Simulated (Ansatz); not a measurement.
# Ni3Si under pressure: fit and missing row

Ni3Si, Pm-3m, a = 3.461 Å. The structure is a COD entry; whether it is the stable form wasn't checked. Ansatz: PBEsol, PAW, 420 eV, Γ-centred 12×12×12 mesh on 4 atoms, Gaussian smearing 0.10 eV; no spin polarisation. Cell and atoms are relaxed at each pressure, and no other structure is tried, so the rows at high pressure may lie past a change of phase.

| V (Å³/atom) | P (GPa) |
| --- | --- |
| 9.152 | 40.00 |
| 9.659 | 20.00 |
| ? | 10.08 |
| 10.158 | 5.07 |
| 10.279 | 2.03 |
| 10.367 | -0.04 |
| 10.452 | -1.97 |

Q: Take V0 = 10.367 Å³/atom, count pressures from its P0 = -0.04 GPa, fit the third-order Birch–Murnaghan form to the other rows, and predict the missing volume.

A: With the Eulerian strain f = ½[(V0/V)^(2/3) − 1] and y = (P − P0)/[3f(1 + 2f)^(5/2)], the form is the line y = B0 + 1.5 B0 (B0′ − 4) f. Rows (f, y): 0.04333, 250.2; 0.02414, 245.9; 0.00683, 241.1; 0.00285, 238.7; -0.00271, 240.6. Means f = 0.01489, y = 243.30; Σ(Δf)² = 0.001414, ΣΔfΔy = 0.3409; the slope is their ratio. y = 239.7 + 241.1 f GPa, so B0 = 239.7 GPa and B0′ = 4 + 2 × (241.1)/(3 × 239.7) = 4.67. P = 10.08 GPa is met at f = 0.01303 (y = 242.84), so V = V0 (1 + 2f)^(−3/2) = 9.975 Å³/atom. The run gave 9.975 Å³/atom, the same to the digits shown.